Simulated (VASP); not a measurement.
SiC: equilibrium volume by level of theory

```cif
data_structure
_symmetry_space_group_name_H-M 'P6_3mc'
_symmetry_Int_Tables_number 186
_cell_length_a 3.0757
_cell_length_b 3.0757
_cell_length_c 10.0706
_cell_angle_alpha 90.000
_cell_angle_beta 90.000
_cell_angle_gamma 120.000
_cell_volume 82.50
loop_
_atom_site_label
_atom_site_type_symbol
_atom_site_symmetry_multiplicity
_atom_site_Wyckoff_symbol
_atom_site_fract_x
_atom_site_fract_y
_atom_site_fract_z
_atom_site_occupancy
Si1 Si 2 b 0.66667 0.33333 0.93784 1
Si2 Si 2 a 0.00000 0.00000 0.68789 1
C1 C 2 b 0.66667 0.33333 0.74980 1
C2 C 2 a 0.00000 0.00000 0.50046 1
```

The cell is a database's computed one, not the measured one.

```csv
rung,level,program and potentials,cutoff (eV),k mesh,equilibrium volume (Å³/atom),notes
LDA,LDA,"VASP, LDA PAW files C, Si, 600 eV",600,12 × 12 × 3,10.15,-
GGA,PBE,"VASP, PBE PAW files C, Si, 600 eV",600,12 × 12 × 3,10.49,-
GGA + dispersion,PBE+D3(BJ),"VASP, PBE PAW files C, Si, 600 eV",600,12 × 12 × 3,10.27,-
GGA,PBEsol,"VASP, PBE PAW files C, Si, 600 eV",600,12 × 12 × 3,10.34,potentials made for PBE
```

Task: relaxation of cell and atoms. All rows: no spin polarisation. Meshes are those of the run's cell of 8 atoms unless a note names another. Relaxations start from the cell shown or near it and stop with a little pressure left. Runs on faulty files, with rough fits or with known faults for this quantity aren't shown. No row holds spin-orbit coupling.

By rung: LDA 10.15; GGA 10.34 to 10.49; GGA + dispersion 10.27 (Å³/atom).
